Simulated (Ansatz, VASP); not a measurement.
**Cross-check of Si24H5Cl3 between VASP and Ansatz**

One calculation is typed for both programs; each brings its own data sets. How far apart do they land? Of the first pair: The structure shown is the start of the Ansatz relaxation below; VASP solves that cell, so the two are compared at the walk's first step.

Program: Ansatz 0.2.0. Level of theory: plane waves, with VASP 6.6.1 beside it; single point at PBE. Results are calculated unless marked as measured.

### Step 1. Starting point

The cell holds 32 atoms: 3 Cl, 5 H and 24 Si. Its edges and angles: a = 7.679 Å, b = 7.679 Å, c = 24.594 Å, α = 90.0°, β = 90.0°, γ = 60.0°. It derives from Si. As first built, before any earlier steps moved the atoms (in the runner's words): kind terminated face; group Cl; share_of_top_atoms 0.75; rest H; oxygen_in_back_bonds 0; lower_face H. Vacuum lies along c.

### Step 2. Ansatz: relaxation, PBE

Ansatz runs on its default PAW (the set named soft_2) files.

The two programs are compared at the cell with which this relaxation starts, whose forces are those of its first step.

input.yaml

```yaml
crystal:
  lattice:
    - [7.6791796437, 0.0, 0.0]
    - [3.8395898218, 6.6503646517, 0.0]
    - [0.0, 0.0, 24.5937769138]
  atoms:
    - { symbol: Cl, position: [0.0, 0.0, 0.715375153] }
    - { symbol: Cl, position: [0.5, 0.0, 0.715375153] }
    - { symbol: Cl, position: [0.0, 0.5, 0.715375153] }
    - { symbol: H, position: [0.5, 0.5, 0.686506061] }
    - { symbol: Si, position: [0.0, 0.0, 0.630800912] }
    - { symbol: Si, position: [0.5, 0.0, 0.630800912] }
    - { symbol: Si, position: [0.0, 0.5, 0.630800912] }
    - { symbol: Si, position: [0.5, 0.5, 0.630800912] }
    - { symbol: Si, position: [0.833333333, 0.333333333, 0.598932973] }
    - { symbol: Si, position: [0.333333333, 0.333333333, 0.598932973] }
    - { symbol: Si, position: [0.833333333, 0.833333333, 0.598932973] }
    - { symbol: Si, position: [0.333333333, 0.833333333, 0.598932973] }
    - { symbol: Si, position: [0.833333333, 0.333333333, 0.503329155] }
    - { symbol: Si, position: [0.333333333, 0.333333333, 0.503329155] }
    - { symbol: Si, position: [0.833333333, 0.833333333, 0.503329155] }
    - { symbol: Si, position: [0.333333333, 0.833333333, 0.503329155] }
    - { symbol: Si, position: [0.166666667, 0.166666667, 0.471461216] }
    - { symbol: Si, position: [0.666666667, 0.166666667, 0.471461216] }
    - { symbol: Si, position: [0.166666667, 0.666666667, 0.471461216] }
    - { symbol: Si, position: [0.666666667, 0.666666667, 0.471461216] }
    - { symbol: Si, position: [0.166666667, 0.166666667, 0.375857398] }
    - { symbol: Si, position: [0.666666667, 0.166666667, 0.375857398] }
    - { symbol: Si, position: [0.166666667, 0.666666667, 0.375857398] }
    - { symbol: Si, position: [0.666666667, 0.666666667, 0.375857398] }
    - { symbol: Si, position: [0.0, 0.0, 0.343989458] }
    - { symbol: Si, position: [0.5, 0.0, 0.343989458] }
    - { symbol: Si, position: [0.0, 0.5, 0.343989458] }
    - { symbol: Si, position: [0.5, 0.5, 0.343989458] }
    - { symbol: H, position: [0.0, 0.0, 0.284624847] }
    - { symbol: H, position: [0.5, 0.0, 0.284624847] }
    - { symbol: H, position: [0.0, 0.5, 0.284624847] }
    - { symbol: H, position: [0.5, 0.5, 0.284624847] }
kpoints:
  mp_grid: { grid: [3, 3, 1] }
scf:
  occupations: { method: fermi_dirac, width: 0.02 }
  n_extra_bands: 23
hamiltonian:
  xc: pbe
  pseudopotentials: { kind: paw }
output:
  forces: true
  write_potential: true
  volumetric_format: []
efield:
  axis: 3
  dipole_correction: true
relax:
  f_tol: 0.03
  max_steps: 70
  constraints: [{ sites: [20, 21, 22, 23, 24, 25, 26, 27, 28, 29, 30, 31] }]
```

The run is started by

```
> ansatz run input.yaml --threads 4 --pin off --max-ram 11264MiB --backend cpu --events-out ev --progress --plain --runs-dir out
```

Numbers of over 12 decimals in the logs are rounded to 6 here.

What it wrote:

```text
scf.n_extra_bands = 23 over 61 filled bands (N_el = 122.0): the run solves 84 bands
Engine: ansatz 0.2.0, aarch64-unknown-linux-gnu
Pseudopotentials: kind: paw
Pseudopotential: Cl, paw, valence charge 7, recommended cutoff 420 eV (normal), Cl.paw.azcp
Pseudopotential: H, paw, valence charge 1, recommended cutoff 420 eV (normal), H.paw.azcp
Pseudopotential: Si, paw, valence charge 4, recommended cutoff 420 eV (normal), Si.paw.azcp
Functional definition: PBE
  parameter kappa = 0.804
  parameter beta = 0.066725
  exchange = pbe_x(kappa = kappa, mu = beta*pi^2/3)
  correlation = pbe_c(beta = beta)
Crystal: 32 atoms, lattice volume = 1255.988 Å³
Basis set: ecut = 420 eV, 24521 PW (Γ), exchange–correlation on 108×108×360 points (8 copies of the dense FFT grid, shifted against one another)
Bands: 84, of which v1, the nominal top of the filled ones, is band 61 counted from 1 (60 counted from 0)
Symmetry: 6 space group operations
Space group: P3m1 (ITA 156), of the structure as read, at distance tolerance 1.1e-4 Å
k-points: 3 of 9 (time reversal used)
Non-local potential: Cl, projectors of the file, l = 0: 2, l = 1: 2, l = 2: 2
Non-local potential: H, projectors of the file, l = 0: 2, l = 1: 1
Non-local potential: Si, projectors of the file, l = 0: 2, l = 1: 2, l = 2: 2
PAW form: soft (Blöchl's): semilocal exchange-correlation on the pseudo side does not see the compensation charge
PAW one-centre angular grid: Cl, 110 points (default); XC on 64 Gauss nodes
PAW one-centre angular grid: H, 110 points (default); XC on 64 Gauss nodes
PAW one-centre angular grid: Si, 110 points (default); XC on 64 Gauss nodes
Initial density: superposition of atomic densities (neutral atoms: chi_scale 0, normalization atom), corrected by the library's trained network
Initial wavefunctions: pseudopotential atomic-orbital guess
Functional: x = pbe(κ = 0.804, μ = 0.219515), c = pbe(β = 0.066725)
SCF iter   1: F=—  HF=-18580.664418 eV  |F-HF|=—  |Δ(HF+E_count)|=         —  Δρ=1.83e-3  dr2=4.65e-1  ethr=1.77e-3  p=-0.332 e·Å  D=-4.78e-2 V/Å  ΔV_dip=1.18 eV  dr2_dipole=1.77e-2  V_vac-E_F(+/−)=4.86/3.68 eV  ⟨swp⟩=9.0  Hψ=1418  notcnv=0  defer=9
efield: sawtooth ramp at fractional position 0.9500 (placed from the atoms, in the widest stretch of the axis that holds none; the zero of the levels goes with the place), width 0.1000; the density the first Hamiltonian is built on has a dipole p = -0.332 e·Å; the dipole correction subtracts the counter field D = -4.78e-2 V/Å, which shifts the + side's vacuum level by +1.18 eV against the − side's; the planar-averaged density in the ramp window peaks in size at 2.1e-5 e/Å³
preconditioner: auto → Resta (q_TF=auto, 1.850 Å⁻¹)  ε∞=3.0  [insulator: Δε(μ)=1.067 eV  Ē_g=8.269 eV  σ=0.020 eV  W_gap=1.00  n_scr=134 (ndim 8)  ℏωp=11.6 eV  f_vac=0.483  D(μ)=0.00/eV (n_scr^D=0)  ε∞_Penn≈3.0  vacuum switching on, ρ_ref=5.0e-3 e/Å³]
SCF iter   2: F=—  HF=-18580.600515 eV  |F-HF|=—  |Δ(HF+E_count)|=   6.39e-2  Δρ=8.42e-4  dr2=3.70e-2  ethr=3.82e-4  p=-0.250 e·Å  D=-3.61e-2 V/Å  ΔV_dip=0.89 eV  dr2_dipole=7.52e-3  V_vac-E_F(+/−)=5.07/4.18 eV  ⟨swp⟩=4.0  Hψ=377  notcnv=0  defer=40
SCF iter   3: F=—  HF=-18580.597267 eV  |F-HF|=—  |Δ(HF+E_count)|=   3.25e-3  Δρ=4.22e-4  dr2=3.94e-3  ethr=3.03e-5  p=-0.294 e·Å  D=-4.23e-2 V/Å  ΔV_dip=1.04 eV  dr2_dipole=8.05e-4  V_vac-E_F(+/−)=5.10/4.06 eV  ⟨swp⟩=3.0  Hψ=351  notcnv=0  defer=40
SCF iter   4: F=—  HF=-18580.597804 eV  |F-HF|=—  |Δ(HF+E_count)|=   5.36e-4  Δρ=2.08e-4  dr2=1.32e-3  ethr=3.23e-6  p=-0.278 e·Å  D=-4.00e-2 V/Å  ΔV_dip=0.98 eV  dr2_dipole=2.04e-4  V_vac-E_F(+/−)=5.09/4.11 eV  ⟨swp⟩=2.0  Hψ=415  notcnv=0  defer=40
SCF iter   5: F=—  HF=-18580.598213 eV  |F-HF|=—  |Δ(HF+E_count)|=   4.09e-4  Δρ=5.48e-5  dr2=7.64e-5  ethr=1.09e-6  p=-0.283 e·Å  D=-4.08e-2 V/Å  ΔV_dip=1.00 eV  dr2_dipole=2.29e-6  V_vac-E_F(+/−)=5.12/4.12 eV  ⟨swp⟩=2.0  Hψ=337  notcnv=0  defer=40
SCF iter   6: F=-18580.598253 eV  HF=-18580.598249 eV  |F-HF|=3.85e-6  |Δ(HF+E_count)|=   3.61e-5  Δρ=2.10e-5  dr2=7.87e-6  ethr=1.84e-8  p=-0.282 e·Å  D=-4.07e-2 V/Å  ΔV_dip=1.00 eV  dr2_dipole=1.22e-7  V_vac-E_F(+/−)=5.12/4.12 eV  ⟨swp⟩=12.7  Hψ=2470  notcnv=0
SCF 1 converged in 6 iterations: F = -18580.598253 eV  dr2 = 7.87e-6
  greatest PAW one-centre occupation: 0.910 electrons in one spin orbital (limit 2), on the Cl atom at site 2 (counted from 0), in its partial waves of l = 0
relax step   1: F+E_penalty+E_count = -18580.59825263 eV  Δ(F+E_penalty+E_count) = +0.000e0 eV  max|allowed force component| = 2.815e0 eV/Å  Δτ_max = 0.0000 Å  (6 SCF iters, dr2 threshold 2.25e-5 eV, accepted)
Initial density: handed on by an earlier stage of this run
Initial wavefunctions: those handed on with the density
iter 1 solved again at ethr=8.05e-5 eV; its pass at ethr=3.10e-3 eV (dr2=9.82e-2 eV) is discarded
[...]
SCF converged after 6 iterations
Free energy (F): -18580.775588 eV
Harris-Foulkes:  -18580.775588 eV  (|F-HF|=1.55e-9)
Internal energy: -18580.775588 eV  (E = F + TS)
E sigma→0 (E₀):  -18580.775588 eV
Fermi energy:    0.270285 eV
Dipole field:    D = -0.041823 V/Å  (p = -0.290296 e·Å, saw-weighted, corrected)
Work function:   Φ+ = 5.1268 eV   Φ− = 4.0982 eV
Levels:          The Fermi level and band energies are counted from a zero that moves with the ramp; work functions are not
--- Per-component energies (eV) ---
  E_band       = -678.967919
  E_kinetic    = 1520.072592
  E_local      = -31606.084224  (includes V_loc(G=0)·N_el)
  E_nonlocal   = 716.523021
  E_hartree    = 15141.990399
  E_xc         = -1688.426845
  E_vxc        = -1542.303183  (∫ρ·V_xc dr)
  E_paw        = -14288.082729  (= ΣΔE_a)
  E_vpaw       = -53.968846  (= ΣTr[D̂ρ^β])
  E_aug_tail   = -0.005850  (compensation charges beyond the density's cutoff)
  E_efield     = 0.006071  (sawtooth field / dipole correction)
  E_vefield    = 2.828469  (∫n·V_field dr)
  E_ewald      = 11623.231979
  E_smearing   = -0.000000  (= −TS)
  E_closure    = 0.000000  (closes the sum)
  Σ components = -18580.775588   (vs F -18580.775588, Δ=0.00e0)
--- Forces (eV/Å), atoms counted from 1 ---
  atom   1  Cl    -0.00150932    -0.00087141    -0.00065801
  atom   2  Cl     0.00150932    -0.00087141    -0.00065801
  atom   3  Cl    -0.00000000     0.00174281    -0.00065801
  atom   4  H      0.00000000     0.00000000     0.00055059
  atom   5  Si    -0.00035827    -0.00020684     0.00670398
  atom   6  Si     0.00035827    -0.00020684     0.00670398
  atom   7  Si    -0.00000000     0.00041369     0.00670398
  atom   8  Si    -0.00000000     0.00000000    -0.00449660
  atom   9  Si     0.00037903    -0.00021884    -0.00338662
  atom  10  Si    -0.00037903    -0.00021884    -0.00338662
  atom  11  Si     0.00000000    -0.00000000    -0.00132926
  atom  12  Si    -0.00000000     0.00043767    -0.00338662
  atom  13  Si     0.00126516    -0.00073044     0.00129537
  atom  14  Si    -0.00126516    -0.00073044     0.00129537
  atom  15  Si    -0.00000000     0.00000000     0.00033553
  atom  16  Si    -0.00000000     0.00146088     0.00129537
  atom  17  Si     0.00000000     0.00000000    -0.00521950
  atom  18  Si    -0.00000000     0.00091889     0.00023471
  atom  19  Si     0.00079578    -0.00045945     0.00023471
  atom  20  Si    -0.00079578    -0.00045945     0.00023471
  atom  21  Si    -0.00000000     0.00000000    -0.05930140
  atom  22  Si    -0.00000000     0.00262620    -0.08190521
  atom  23  Si     0.00227435    -0.00131310    -0.08190521
  atom  24  Si    -0.00227435    -0.00131310    -0.08190521
  atom  25  Si    -0.00156088    -0.00090117     0.85245563
  atom  26  Si     0.00156088    -0.00090117     0.85245563
  atom  27  Si    -0.00000000     0.00180234     0.85245563
  atom  28  Si     0.00000000     0.00000000     0.84702351
  atom  29  H      0.00024685     0.00014252    -0.77534738
  atom  30  H     -0.00024685     0.00014252    -0.77534738
  atom  31  H      0.00000000    -0.00028504    -0.77534738
  atom  32  H     -0.00000000    -0.00000000    -0.77571962
  max |Σ_I F_I| component: 2.07e-5 eV/Å
--- Band table (eV) ---
  k-point 0: bands = [... 57 lower, -0.6837, -0.6837, -0.2605, -0.2605, 0.8057, 0.8057, 0.8189, 1.3324, ... 19 higher]
  k-point 1: bands = [... 57 lower, -1.5460, -1.2602, -1.1352, -0.6411, 0.9516, 1.5498, 1.6296, 1.6748, ... 19 higher]
  k-point 2: bands = [... 57 lower, -1.8698, -1.5651, -1.4897, -1.3926, 1.8282, 2.0573, 2.1346, 2.3535, ... 19 higher]
--- Relaxed structure (4 steps of the walk, 4 accepted, 0 SCFs on fresh bases) ---
  F+E_penalty+E_count = -18580.77558785 eV   max|allowed force component| = 6.704e-3 eV/Å
  atoms:
    - { symbol: Cl, position: [-5.467549928389836e-5, -5.467549928389863e-5, 0.716449] }
    - { symbol: Cl, position: [0.500109, -5.467549928389869e-5, 0.716449] }
    - { symbol: Cl, position: [-5.4675499283896034e-5, 0.500109, 0.716449] }
    - { symbol: H, position: [0.500000, 0.500000, 0.694211] }
    - { symbol: Si, position: [0.000223769, 0.000223769, 0.631787] }
    - { symbol: Si, position: [0.499552, 0.000223769, 0.631787] }
    - { symbol: Si, position: [0.000223769, 0.499552, 0.631787] }
    - { symbol: Si, position: [0.500000, 0.500000, 0.633329] }
    - { symbol: Si, position: [0.831649, 0.334176, 0.600614] }
    - { symbol: Si, position: [0.334176, 0.334176, 0.600614] }
    - { symbol: Si, position: [0.833333, 0.833333, 0.600367] }
    - { symbol: Si, position: [0.334176, 0.831649, 0.600614] }
    - { symbol: Si, position: [0.833423, 0.333288, 0.504401] }
    - { symbol: Si, position: [0.333288, 0.333288, 0.504401] }
    - { symbol: Si, position: [0.833333, 0.833333, 0.504126] }
    - { symbol: Si, position: [0.333288, 0.833423, 0.504401] }
    - { symbol: Si, position: [0.166667, 0.166667, 0.471913] }
    - { symbol: Si, position: [0.666566, 0.166868, 0.471816] }
    - { symbol: Si, position: [0.166868, 0.666566, 0.471816] }
    - { symbol: Si, position: [0.666566, 0.666566, 0.471816] }
    - { symbol: Si, position: [0.166667, 0.166667, 0.375857] }
    - { symbol: Si, position: [0.666667, 0.166667, 0.375857] }
    - { symbol: Si, position: [0.166667, 0.666667, 0.375857] }
    - { symbol: Si, position: [0.666667, 0.666667, 0.375857] }
    - { symbol: Si, position: [0.0, 0.0, 0.343989] }
    - { symbol: Si, position: [0.500000, 0, 0.343989] }
    - { symbol: Si, position: [-2.7755575615628914e-17, 0.500000, 0.343989] }
    - { symbol: Si, position: [0.500000, 0.500000, 0.343989] }
    - { symbol: H, position: [0.0, 0.0, 0.284625] }
    - { symbol: H, position: [0.500000, 0, 0.284625] }
    - { symbol: H, position: [-2.7755575615628914e-17, 0.500000, 0.284625] }
    - { symbol: H, position: [0.500000, 0.500000, 0.284625] }
```

### Step 3. VASP: single point, PBE, start cell, pair 1

The same cell, functional, mesh and smearing now go to VASP, with its own data sets.

Lines of VASP's logs that name or quote its potential files are left out, and so is its time.

INCAR

```
SYSTEM = Si24H5Cl3
PREC = Accurate
ENCUT = 400
EDIFF = 1E-06
NELM = 120
ISMEAR = -1
SIGMA = 0.02
LREAL = Auto
ALGO = Normal
GGA = PE
NBANDS = 84
LORBIT = 11
LWAVE = .FALSE.
LCHARG = .FALSE.
ISIF = 2
LDIPOL = .TRUE.
IDIPOL = 3
DIPOL = 0.5 0.5 0.488
LVHAR = .TRUE.
LASPH = .TRUE.
GGA_COMPAT = .FALSE.
EFERMI = MIDGAP
NELMDL = -8
KPAR = 2
```

POSCAR

```
Si24H5Cl3
1.0
    7.6791796437      0.0000000000      0.0000000000
    3.8395898218      6.6503646517      0.0000000000
    0.0000000000      0.0000000000     24.5937769138
Cl H Si
3 5 24
Direct
    0.0000000120      0.0000000120      0.7153751561
    0.4999999991      0.0000000120      0.7153751561
    0.0000000120      0.4999999991      0.7153751561
    0.5000000077      0.5000000077      0.6865060645
    0.0000000120      0.0000000120      0.2846248474
    0.4999999991      0.0000000120      0.2846248474
    0.0000000120      0.4999999991      0.2846248474
    0.5000000077      0.5000000077      0.2846248474
    0.0000000120      0.0000000120      0.6308009158
    0.4999999991      0.0000000120      0.6308009158
    0.0000000120      0.4999999991      0.6308009158
    0.5000000077      0.5000000077      0.6308009158
    0.8333333826      0.3333333203      0.5989329761
    0.3333333203      0.3333333203      0.5989329761
    0.8333333411      0.8333333411      0.5989329761
    0.3333333203      0.8333333826      0.5989329761
    0.8333333826      0.3333333203      0.5033291569
    0.3333333203      0.3333333203      0.5033291569
    0.8333333411      0.8333333411      0.5033291569
    0.3333333203      0.8333333826      0.5033291569
    0.1666666744      0.1666666744      0.4714612172
    0.6666666701      0.1666666830      0.4714612172
    0.1666666830      0.6666666701      0.4714612172
    0.6666666701      0.6666666701      0.4714612172
    0.1666666744      0.1666666744      0.3758573981
    0.6666666701      0.1666666830      0.3758573981
    0.1666666830      0.6666666701      0.3758573981
    0.6666666701      0.6666666701      0.3758573981
    0.0000000120      0.0000000120      0.3439894584
    0.4999999991      0.0000000120      0.3439894584
    0.0000000120      0.4999999991      0.3439894584
    0.5000000077      0.5000000077      0.3439894584
```

KPOINTS

```
Automatic mesh
0
Gamma
3 3 1
0 0 0
```

The projector-augmented-wave data sets are Cl, H and Si (PBE family, release 64).

The run is started by

```
> mpirun -np 4 vasp_std
```

What it wrote:

```text
[banner, memory and clock lines left out]
running    4 mpi-ranks, on    1 nodes
[...]
LDA part: xc-table for (Slater+PW92), standard interpolation
 POSCAR, INCAR and KPOINTS ok, starting setup
[...]
entering main loop
       N       E                     dE             d eps       ncg     rms          rms(c)
DAV:   1     0.586057017575E+03    0.58606E+03   -0.36646E+04   504   0.896E+02
DAV:   2    -0.782922844101E+02   -0.66435E+03   -0.63781E+03   692   0.186E+02
DAV:   3    -0.156269430322E+03   -0.77977E+02   -0.76664E+02   584   0.631E+01
DAV:   4    -0.160022972516E+03   -0.37535E+01   -0.37337E+01   720   0.154E+01
[...]
DAV:  31    -0.155943637369E+03   -0.28634E-05   -0.27703E-07   392   0.128E-03    0.184E-03
DAV:  32    -0.155943639150E+03   -0.17813E-05   -0.95367E-08   432   0.999E-04    0.647E-04
DAV:  33    -0.155943639882E+03   -0.73220E-06   -0.62492E-08   360   0.621E-04
   1 F= -.15594364E+03 E0= -.15594364E+03  d E =-.287942E-11
```

OUTCAR, selected parts (step 3):

```text
  Total        6.2984896      6.2984896     10.0554505     -0.0000000      0.0000000      0.0000000
  in kB        8.0345486      8.0345486     12.8270444     -0.0000000      0.0000000      0.0000000
  external PRESSURE =       9.6320472 kB  Pullay stress =       0.0000000 kB

 POSITION                                       TOTAL-FORCE (eV/Angst)
 -----------------------------------------------------------------------------------
      0.00000      0.00000     17.59378        -0.003871     -0.002235     -0.028751
      3.83959      0.00000     17.59378         0.003871     -0.002235     -0.028751
      1.91979      3.32518     17.59378        -0.000000      0.004469     -0.028751
      5.75938      3.32518     16.88378         0.000000      0.000000      2.816325
      0.00000      0.00000      7.00000        -0.002994     -0.001729     -0.769855
      3.83959      0.00000      7.00000         0.002994     -0.001729     -0.769855
      1.91979      3.32518      7.00000        -0.000000      0.003457     -0.769855
      5.75938      3.32518      7.00000         0.000000      0.000000     -0.768767
      0.00000      0.00000     15.51378         0.026369      0.015224     -0.034140
      3.83959      0.00000     15.51378        -0.026369      0.015224     -0.034140
      1.91979      3.32518     15.51378         0.000000     -0.030449     -0.034140
      5.75938      3.32518     15.51378         0.000000      0.000000     -2.699369
      7.67918      2.21679     14.73002        -0.072043      0.041594      0.140674
      3.83959      2.21679     14.73002         0.072043      0.041594      0.140674
[...]
-----------------------------------------------------------------------------------
    total drift:                                0.000000      0.000000      0.006430

  FREE ENERGIE OF THE ION-ELECTRON SYSTEM (eV)
  ---------------------------------------------------
  free  energy   TOTEN  =      -155.9436398823 eV

  energy  without entropy=     -155.9436398823  energy(sigma->0) =     -155.94363988

[... 3 further parts left out ...]
[key lines of the parts left out:]
E-fermi :   0.0363
```

### Step 4. Side by side

Known differences besides the potentials themselves: the cutoff is 420 eV in Ansatz and 400 eV in VASP (PREC = Accurate, projectors in real space). Total energies have different zeros and are not compared.

Forces on 10 of the 32 atoms, those with the largest forces and the largest differences (eV/Å; atoms numbered as in POSCAR):

| atom | Ansatz x, y, z | VASP x, y, z |
| --- | --- | --- |
| Cl1 | -0.004, -0.002, 0.015 | -0.004, -0.002, -0.029 |
| Cl2 | 0.004, -0.002, 0.015 | 0.004, -0.002, -0.029 |
| Cl3 | 0.000, 0.004, 0.015 | 0.000, 0.004, -0.029 |
| H4 | 0.000, 0.000, 2.815 | 0.000, 0.000, 2.816 |
| H6 | 0.003, -0.002, -0.775 | 0.003, -0.002, -0.770 |
| Si12 | 0.000, 0.000, -2.695 | 0.000, 0.000, -2.699 |
| Si29 | 0.005, 0.003, 0.837 | 0.005, 0.003, 0.833 |
| Si30 | -0.005, 0.003, 0.837 | -0.005, 0.003, 0.833 |
| Si31 | 0.000, -0.006, 0.837 | 0.000, -0.006, 0.833 |
| Si32 | 0.000, 0.000, 0.843 | 0.000, 0.000, 0.838 |

The forces differ by 11 meV/Å r.m.s., which is 2.3 % of the r.m.s. force of 0.463 eV/Å (both taken over all components). With vacuum in the cell, a pressure given here is an average over mostly empty space and none of the material.

(Part 1 of 2 ends here.)

[Lines on the potential files, build, host, timing and source positions are cut from VASP's logs without a mark.]

[Logs are printed without paths, hosts, clocks, repeated set-up lines and the standing remarks that a program may print on its own settings, such as how far it seeks lower states.]

[Hosts, paths, dates, database ids (printed as entryN), source tags and the programs' standing remarks are cut or masked in the printed files.]
